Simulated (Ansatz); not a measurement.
Runs of Ansatz 0.2.0 on InAs. Symmetry: F-43m, No. 216, cubic system. The conventional cell has a = 6.036 Å, b = 6.036 Å, c = 6.036 Å, α = 90.00°, β = 90.00°, γ = 90.00°. Around In (site symmetry -43m) lie 4 As at 2.61 Å. Around As (site symmetry -43m) lie 4 In at 2.61 Å. 

| task | level | cell | k mesh | cutoff (eV) | smearing | basis error allowed | mesh quality | gap on the mesh (eV) | pressure (GPa) |
| --- | --- | --- | --- | --- | --- | --- | --- | --- | --- |
| phonons | LDA | as given | 6 × 6 × 6 | 306 | fermi-dirac 0.05 eV | 0.001 eV/atom | coarse | none | - |
| single point | PBE | as given | 8 × 8 × 8 | 283 | gaussian 0.019 eV | 0.001 eV/atom | not flagged | none | 4.3 |
| relaxation of cell and atoms | BLYP+D4 | relaxed | 8 × 8 × 8 | - | fermi-dirac 0.05 eV | 0.001 eV/atom | not flagged | - | 0.0 |
| band structure | RPBE | as given | 8 × 8 × 8 | 283 | fermi-dirac 0.05 eV | 0.001 eV/atom | not flagged | - | (a) |
| single point | PBE | as given | 8 × 8 × 8 | 283 | gaussian 0.022 eV | 0.001 eV/atom | not flagged | none | 4.3 |
| single point | PBE | as given | 8 × 8 × 8 | 283 | gaussian 0.011 eV | 0.001 eV/atom | not flagged | none | 4.3 |
| phonons | PBEsol | as given | 6 × 6 × 6 | 305 | fermi-dirac 0.05 eV | 0.001 eV/atom | coarse | none | - |
| single point | PBE | as given | 3 × 3 × 3 | 249 | fermi-dirac 0.02 eV | 0.003 eV/atom | coarse | none | 6.2 |

Alike in all rows: potentials or basis all-electron LAPW, scalar-relativistic; no spin polarisation.

**Question.** Fill in the values left out.

**Answer.** (a) 6.0.

Caveats: some runs use coarse meshes; this crystal is a semiconductor, whose small gap the functional closes, so the metal is an error of the method (some runs); the k mesh is thin for a metal, which can move the energy by tens of meV per atom (some runs); a metal's response needs a denser mesh (some runs).

A k mesh can miss the band edges, and the runs leave out spin-orbit coupling on As, In.

A gap of «none» marks a metal or a gap under the smearing width.

Not every run made on this cell is shown here.
